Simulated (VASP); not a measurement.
Set up this calculation in VASP 6.6.1, as the native input.

* Task: relaxation of cell and atoms
* Functional: rev-vdW-DF2
* Potentials or basis: VASP PAW PBE potentials, release 64 (Ti_sv, O)
* Cutoff: 600 eV
* k mesh: 6 × 6 × 10
* Occupations: gaussian, width 0.03 eV
* Spin: no spin polarisation
* Further INCAR settings: ALGO = Normal; EDIFF = 1e-06; IBRION = 2; EDIFFG = -0.01; NSW = 90; ISIF = 3

The structure of TiO2 lies in POSCAR:

```
TiO2
1.0
    4.5922000000      0.0000000000      0.0000000000
    0.0000000000      4.5922000000      0.0000000000
    0.0000000000      0.0000000000      2.9574000000
Ti O
2 4
Direct
    0.0000000000      0.0000000000      0.0000000000
    0.5000000000      0.5000000000      0.5000000000
    0.3049600000      0.3049600000      0.0000000000
    0.1950400000      0.8049600000      0.5000000000
    0.6950400000      0.6950400000      0.0000000000
    0.8049600000      0.1950400000      0.5000000000
```

The input as run:

INCAR

```
SYSTEM = TiO2
  PREC = Accurate
  ENCUT = 600
  EDIFF = 1E-6
  ISMEAR = 0
  SIGMA = 0.03
  LREAL = .False.
  LASPH = .True.
  NELM = 80
  ALGO = Normal
  ISIF = 3
  LWAVE = .False.
  LCHARG = .False.
  GGA = MK
  LUSE_VDW = .True.
  AGGAC = 0.0
  PARAM1 = 0.1234
  PARAM2 = 0.711357
  ZAB_VDW = -1.8867
  IBRION = 2
  NSW = 90
  EDIFFG = -0.01
  KPAR = 2
```

KPOINTS

```
regular mesh
0
Gamma
  6 6 10
  0 0 0
```

Potentials or basis: VASP PAW PBE potentials, release 64 (Ti_sv, O).

Command:

```sh
$ cat potpaw_PBE.64/Ti_sv/POTCAR potpaw_PBE.64/O/POTCAR > POTCAR
$ mpirun -np 2 vasp_std > vasp.out
```

It gave:

The relaxed volume is 10.50 Å³/atom, the relaxed cell is a = 4.613 Å, b = 4.613 Å, c = 2.962 Å, α = 90.00°, β = 90.00°, γ = 90.00° and the space group after relaxing (to 0.05 Å) is P4_2/mnm (No. 136). The energy gained by relaxing is 1.1 meV/atom. The ionic steps are 5. The pressure after relaxing is 0.0 GPa, the largest force after relaxing is 0.005 eV/Å and the band gap on the k mesh is 1.80 eV, direct.

Caveat: the PAW data sets were made with another functional, which shifts forces and pressure a little.

Wall time 5.2 min on 2 MPI ranks on Intel(R) Xeon(R) Platinum 8488C (Sapphire Rapids) (shared host), peak memory 0.48 GiB a rank.
